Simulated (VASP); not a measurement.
# Os (P6_3/mmc) in VASP: further runs

One crystal, Os, is run at these levels: PBE; tasks: single point, relaxation of cell and atoms.

Everything below comes from runs of VASP 6.6.1. Logs are shortened: lines on timing, memory, paths and dates and some standing lists are left out, and cuts for length are marked.

## Step 1: The crystal as given

It takes space group P6_3/mmc (No. 194, hexagonal). The conventional cell has a = 2.734 Å, b = 2.734 Å, c = 4.320 Å, α = 90.00°, β = 90.00°, γ = 120.00°. Os (site symmetry -6m2) has 12 Os at 2.68 to 2.73 Å as nearest neighbours.

## Step 2: Single point, PBE

File INCAR:

```
ALGO = Fast
EDIFF = 1E-6
ENCUT = 520
GGA = PE
ISIF = 2
ISMEAR = 0
LASPH = T
LCHARG = F
LREAL = F
LWAVE = F
NBANDS = 15
NELM = 100
PREC = Accurate
SIGMA = 0.027000000000000003
```

File KPOINTS:

```
k-points
0
Gamma
  11 11 6
```

File POSCAR:

```
Os
1.0
    2.7341000000      0.0000000000      0.0000000000
   -1.3670500000      2.3678000565      0.0000000000
    0.0000000000      0.0000000000      4.3197000000
Os
2
Direct
    0.6666666667      0.3333333333      0.7500000000
    0.3333333333      0.6666666667      0.2500000000
```

Potentials or basis: VASP PAW PBE potentials, release 64 (Os).

Command:

```sh
$ cat potpaw_PBE.64/Os/POTCAR > POTCAR
$ mpirun -np 1 vasp_std > vasp.out
```

OUTCAR:

```text
EDIFF = 1E-6
   ENCUT = 520
   GGA = PE
   ISIF = 2
   ISMEAR = 0
   LASPH = T
   LREAL = F
   NELM = 100
   PREC = Accurate

 ion  position               nearest neighbor table
   1  0.667  0.333  0.750-   2 2.68   2 2.68   2 2.68   2 2.68   2 2.68   2 2.68
   2  0.333  0.667  0.250-   1 2.68   1 2.68   1 2.68   1 2.68   1 2.68   1 2.68

  LATTYP: Found a hexagonal cell.
 ALAT       =     2.7341000000
 C/A-ratio  =     1.5799348963

  Lattice vectors:

 A1 = (   2.7341000000,   0.0000000000,   0.0000000000)
 A2 = (  -1.3670500000,   2.3678000565,   0.0000000000)
 A3 = (   0.0000000000,   0.0000000000,   4.3197000000)

Analysis of symmetry for initial positions (statically):
=====================================================================
 Subroutine PRICEL returns:
 Original cell was already a primitive cell.

 Routine SETGRP: Setting up the symmetry group for a
 hexagonal supercell.

 Subroutine GETGRP returns: Found 24 space group operations
 (whereof 12 operations were pure point group operations)
 out of a pool of 24 trial point group operations.

The static configuration has the point symmetry D_3d.
 The point group associated with its full space group is D_6h.

Analysis of symmetry for dynamics (positions and initial velocities):
=====================================================================
 Subroutine PRICEL returns:
 Original cell was already a primitive cell.

 Routine SETGRP: Setting up the symmetry group for a
 hexagonal supercell.

 Subroutine GETGRP returns: Found 24 space group operations
 (whereof 12 operations were pure point group operations)
 out of a pool of 24 trial point group operations.

The dynamic configuration has the point symmetry D_3d.
 The point group associated with its full space group is D_6h.

 Subroutine INISYM returns: Found 24 space group operations
 (whereof 12 operations are pure point group operations),
 and found     1 'primitive' translations

----------------------------------------------------------------------------------------

                                     Primitive cell

  volume of cell :      27.9649

  direct lattice vectors                    reciprocal lattice vectors
     2.734100000  0.000000000  0.000000000     0.365751070  0.211166479  0.000000000
    -1.367050000  2.367800057  0.000000000     0.000000000  0.422332957  0.000000000
     0.000000000  0.000000000  4.319700000     0.000000000  0.000000000  0.231497558

  length of vectors
     2.734100000  2.734100000  4.319700000     0.422332957  0.422332957  0.231497558

  position of ions in fractional coordinates (direct lattice)
     0.666666667  0.333333333  0.750000000
     0.333333333  0.666666667  0.250000000

  ion indices of the primitive-cell ions
   primitive index   ion index
                 1           1
                 2           2

----------------------------------------------------------------------------------------

 KPOINTS: k-points

Automatic generation of k-mesh.
 Grid dimensions read from file:
 generate k-points for:   11   11    6

 Generating k-lattice:

  Cartesian coordinates                     Fractional coordinates (reciprocal lattice)
     0.033250097  0.019196953  0.000000000     0.090909091 -0.000000000  0.000000000
     0.000000000  0.038393905  0.000000000     0.000000000  0.090909091  0.000000000
     0.000000000  0.000000000  0.038582926     0.000000000  0.000000000  0.166666667

  Length of vectors
     0.038393905  0.038393905  0.038582926

  Shift w.r.t. Gamma in fractional coordinates (k-lattice)
     0.000000000  0.000000000  0.000000000

 Subroutine IBZKPT returns following result:
 ===========================================

 Found     64 irreducible k-points:

 Following reciprocal coordinates:
            Coordinates               Weight
  0.000000  0.000000  0.000000      1.000000
  0.090909  0.000000  0.000000      6.000000
  0.181818  0.000000  0.000000      6.000000
  0.272727 -0.000000  0.000000      6.000000
  0.363636 -0.000000  0.000000      6.000000
  0.454545  0.000000  0.000000      6.000000
[... 16 lines left out ...]
  0.090909  0.090909  0.166667     12.000000
  0.181818  0.090909  0.166667     24.000000
 [... further k-points ...]
   k-points           NKPTS =     64   k-points in BZ     NKDIM =     64   number of bands    NBANDS=     15
   number of dos      NEDOS =    301   number of ions     NIONS =      2
   total plane-waves  NPLWV =  12800
   dimension x,y,z NGX =    20 NGY =   20 NGZ =   32
   dimension x,y,z NGXF=    40 NGYF=   40 NGZF=   64
   ions per type =               2
   NGX,Y,Z   is equivalent  to a cutoff of  12.16, 12.16, 12.32 a.u.
   NGXF,Y,Z  is equivalent  to a cutoff of  24.32, 24.32, 24.63 a.u.
 SYSTEM =  unknown system
   PREC   = accura    normal or accurate (medium, high low for compatibility)
   ISTART =      0    job   : 0-new  1-cont  2-samecut
   ICHARG =      2    charge: 1-file 2-atom 10-const
   ISPIN  =      1    spin polarized calculation?
   LNONCOLLINEAR =      F non collinear calculations
   LSORBIT =      F    spin-orbit coupling
   LASPH  =      T    aspherical Exc in radial PAW
   ENCUT  =  520.0 eV  38.22 Ry    6.18 a.u.   5.08  5.08  8.03*2*pi/ulx,y,z
   NELM   =    100;   NELMIN=  2; NELMDL= -5     # of ELM steps
   EDIFF  = 0.1E-05   stopping-criterion for ELM
   LREAL  =      F    real-space projection
   EDIFFG = 0.1E-04   stopping-criterion for IOM
   NSW    =      0    number of steps for IOM
   IBRION =     -1    ionic relax: 0-MD 1-quasi-New 2-CG
   NFREE  =      0    steps in history (QN), initial steepest desc. (CG)
   ISIF   =      2    stress and relaxation
   ISYM   =      2    0-nonsym 1-usesym 2-fastsym
   POTIM  = 0.5000    time-step for ionic-motion
   TEBEG  =    0.0;   TEEND  =   0.0 temperature during run
   PSTRESS=    0.0 pullay stress
   NELECT =      16.0000    total number of electrons
   NUPDOWN=      -1.0000    fix difference up-down
   EMIN   =  10.00;   EMAX   =-10.00  energy-range for DOS
   EFERMI =   0.00;   METHOD = LEGACY
   ISMEAR =     0;   SIGMA  =   0.03  broadening in eV -4-tet -1-fermi 0-gaus
   EFERMI_NEDOS =   21; number of points for ismear=-14 and -15
   IALGO  =     68    algorithm
   IMIX   =      4    mixing-type and parameters
     AMIX     =   0.40;   BMIX     =  1.00
     AMIX_MAG =   1.60;   BMIX_MAG =  1.00
  volume/ion in A,a.u.               =      13.98        94.36
  Fermi-wavevector in a.u.,A,eV,Ry     =   1.359076  2.568282 25.131161  1.847088
  Thomas-Fermi vector in A             =   2.485855
   LORBIT       =      0    0 simple, 1 ext, 2 COOP (PROOUT), +10 PAW based schemes
   GGA     = PE    functional components
   LHFCALC =     F    Hartree Fock is set to
   AEXX    =    0.0000 exact exchange contribution
   IVDW    =     0    specifies the selected vdW correction
   LEPSILON=     F    determine dielectric tensor
   LRPA    =     F    only Hartree local field effects (RPA)
 non-spin polarized calculation
 RMM-DIIS sequential band-by-band and
 Gauss-broadening in eV      SIGMA  =   0.03
  energy-cutoff  :      520.00
  volume of cell :       27.96
 maximum number of plane-waves:       768
   NGX = 11   NGY = 11   NGZ = 17

 number of electron      15.9999998 magnetization

 Free energy of the ion-electron system (eV)
  ---------------------------------------------------
  ext. energy  EPLUGINS =         0.00000000
  ---------------------------------------------------
  free energy    TOTEN  =       -22.46812230 eV

  energy without entropy =      -22.46762649  energy(sigma->0) =      -22.46787440

 E-fermi :   9.4140     XC(G=0): -14.0600

 val. band max:        9.4077353763   @ k =   0.0909   0.0000   0.3333
 cond. band min:       9.4915589795   @ k =   0.3636   0.0909   0.3333
 fundamental gap:      0.0838236031
 Fermi energy:         9.4139729430

 k-point     1 :       0.0000    0.0000    0.0000
  band No.  band energies     occupation
      1      -1.4735      2.00000
      2       1.6793      2.00000
      3       6.4226      2.00000
      4       6.4226      2.00000
      5       6.6715      2.00000
      6       7.2655      2.00000
      7       7.2655      2.00000
      8       7.9115      2.00000
      9       7.9115      2.00000
     10       9.4972      0.00001
     11      11.1650      0.00000
     12      11.1650      0.00000
     13      18.5541      0.00000
     14      23.5113      0.00000
     15      26.2261      0.00000

 k-point     2 :       0.0909    0.0000    0.0000
  band No.  band energies     occupation
      1      -1.1412      2.00000
      2       1.9714      2.00000
      3       5.8679      2.00000
      4       6.7169      2.00000
      5       7.0326      2.00000
      6       7.1887      2.00000
      7       7.4352      2.00000
      8       7.5400      2.00000
      9       7.6814      2.00000
     10       8.4358      2.00000
     11      11.3230      0.00000
     12      12.7933      0.00000
     13      18.5228      0.00000
     14      24.1864      0.00000
     15      26.6475      0.00000

 k-point     3 :       0.1818    0.0000    0.0000
  band No.  band energies     occupation
      1      -0.2228      2.00000
      2       2.6550      2.00000
      3       5.2218      2.00000
      4       5.9632      2.00000
      5       6.6153      2.00000
      6       7.1627      2.00000
      7       7.5682      2.00000
      8       7.8372      2.00000
      9       7.9283      2.00000
     10       8.3274      2.00000
     11      11.6441      0.00000
     12      15.1818      0.00000
     13      18.3400      0.00000
     14      25.2476      0.00000
     15      26.8625      0.00000
[... 343 lines left out ...]
 k-point    23 :       0.0909    0.0909    0.1667
  band No.  band energies     occupation
      1      -0.2030      2.00000
      2       2.5686      2.00000
      3       5.3661      2.00000
      4       5.7471      2.00000
      5       6.5260      2.00000
      6       6.8823      2.00000
      7       7.3498      2.00000
      8       7.7017      2.00000
      9       8.4099      2.00000
     10       8.4782      2.00000
     11      11.4444      0.00000
     12      13.4921      0.00000
     13      20.0347      0.00000
     14      24.7556      0.00000
     15      26.8640      0.00000

 k-point    24 :       0.1818    0.0909    0.1667
  band No.  band energies     occupation
      1       0.8328      2.00000
      2       3.2869      2.00000
      3       4.6953      2.00000
      4       4.9190      2.00000
      5       6.1728      2.00000
      6       6.7910      2.00000
      7       7.3680      2.00000
      8       8.3211      2.00000
      9       8.9325      2.00000
     10       9.3112      2.00000
     11      11.6043      0.00000
     12      15.0221      0.00000
     13      20.0225      0.00000
     14      24.6026      0.00000
     15      25.6921      0.00000

 [... further k-points ...]

------------------------ aborting loop because EDIFF is reached ----------------------------------------

  FORCE on cell =-STRESS in cart. coord.  units (eV):
  Direction    XX          YY          ZZ          XY          YZ          ZX
  --------------------------------------------------------------------------------------
  -------------------------------------------------------------------------------------
  Total        1.5094345      1.5094345      1.5605754     -0.0000000      0.0000000      0.0000000
  in kB       86.4792359     86.4792359     89.4092248     -0.0000000      0.0000000      0.0000000
  external PRESSURE =      87.4558989 kB  Pullay stress =       0.0000000 kB

 VOLUME and BASIS-vectors are now :
 -----------------------------------------------------------------------------
  energy-cutoff  :      520.00
  volume of cell :       27.96
      direct lattice vectors                 reciprocal lattice vectors
     2.734100000  0.000000000  0.000000000     0.365751070  0.211166479  0.000000000
    -1.367050000  2.367800057  0.000000000     0.000000000  0.422332957  0.000000000
     0.000000000  0.000000000  4.319700000     0.000000000  0.000000000  0.231497558

 POSITION                                       TOTAL-FORCE (eV/Angst)
 -----------------------------------------------------------------------------------
      1.36705      0.78927      3.23977         0.000000     -0.000000      0.000000
     -0.00000      1.57853      1.07993        -0.000000      0.000000      0.000000
 -----------------------------------------------------------------------------------
    total drift:                               -0.000000      0.000000     -0.000000

  FREE ENERGIE OF THE ION-ELECTRON SYSTEM (eV)
  ---------------------------------------------------
  free  energy   TOTEN  =       -22.4681222966 eV

  energy  without entropy=      -22.4676264950  energy(sigma->0) =      -22.46787440
```

It took 16 s on 1 thread of Intel Xeon Platinum 8375C at 2.90GHz (Ice Lake), shared host; peak memory 0.15 GiB.

Results:

| Quantity | Value |
| --- | --- |
| Free energy | -22.4681 eV |
| Pressure | 8.7 GPa |
| Band gap on the k mesh | none (metal or under the smearing width) |

Stress tensor (GPa, compression positive):
```
8.65 0.00 0.00
0.00 8.65 0.00
0.00 0.00 8.94
```

Spin-orbit coupling is left out, which matters for the levels of Os.

## Step 3: Relaxation of cell and atoms, PBE

File INCAR:

```
PREC = Accurate
ENCUT = 580
EDIFF = 1E-7
ISMEAR = -1
SIGMA = 0.05
LREAL = False
LASPH = True
NELM = 100
ALGO = Fast
ISIF = 3
LWAVE = False
LCHARG = False
GGA = PE
IBRION = 2
NSW = 60
EDIFFG = -0.01
```

File KPOINTS:

```
regular mesh
0
Gamma
  11 11 6
```

POSCAR is that of step 2.

Potentials or basis: VASP PAW PBE potentials, release 64 (Os).

Command:

```sh
$ cat potpaw_PBE.64/Os/POTCAR > POTCAR
$ mpirun -np 1 vasp_std > vasp.out
```

Wall time 2.6 min (1 thread of Intel Xeon Platinum 8375C at 2.90GHz (Ice Lake), shared host); peak memory 0.18 GiB.

Results (log left out):

```
Free energy                            : -22.4909 eV
Relaxed volume                         : 14.28 Å³/atom
Relaxed cell                           : a = 2.754 Å, b = 2.754 Å, c = 4.348 Å, α = 90.00°, β = 90.00°, γ = 120.00°
Space group after relaxing (to 0.05 Å) : P6_3/mmc (No. 194)
Energy gained by relaxing              : 8.1 meV/atom
Ionic steps                            : 9
Pressure after relaxing                : 0.0 GPa
Band gap on the k mesh                 : none (metal or under the smearing width)
```

The path:
```csv
step,energy change (eV),largest force (eV/Å),pressure (GPa),volume (Å³)
1,0.0000,0.0000,8.96,27.96
2,0.2535,0.0000,-29.23,31.25
3,-0.0161,0.0000,-0.34,28.58
4,-0.0161,0.0000,-0.02,28.56
5,-0.0161,0.0000,0.15,28.55
6,-0.0161,0.0000,0.14,28.55
7,-0.0161,0.0000,0.15,28.55
8,-0.0161,0.0000,-0.53,28.59
9,-0.0161,0.0000,-0.04,28.56
```

Final structure:
```yaml
crystal:
  lattice:
    - [2.75383, 0.00000, 0.00000]
    - [-1.37692, 2.38489, 0.00000]
    - [0.00000, 0.00000, 4.34832]
  atoms:
    - { symbol: Os, position: [0.66667, 0.33333, 0.75000] }
    - { symbol: Os, position: [0.33333, 0.66667, 0.25000] }
```

Levels at points of the mesh, in eV from the Fermi level:
```tsv
k point	band 4	band 5	band 6	band 7	band 8	band 9	band 10	band 11	band 12
(0.00, 0.00, 0.00)	-2.92	-2.67	-2.10	-2.10	-1.48	-1.48	0.07	1.68	1.68
(0.00, 0.00, 0.50)	-3.43	-3.11	-3.11	-3.11	-3.11	0.91	0.91	0.91	0.91
```

[end of part 1 of 2]
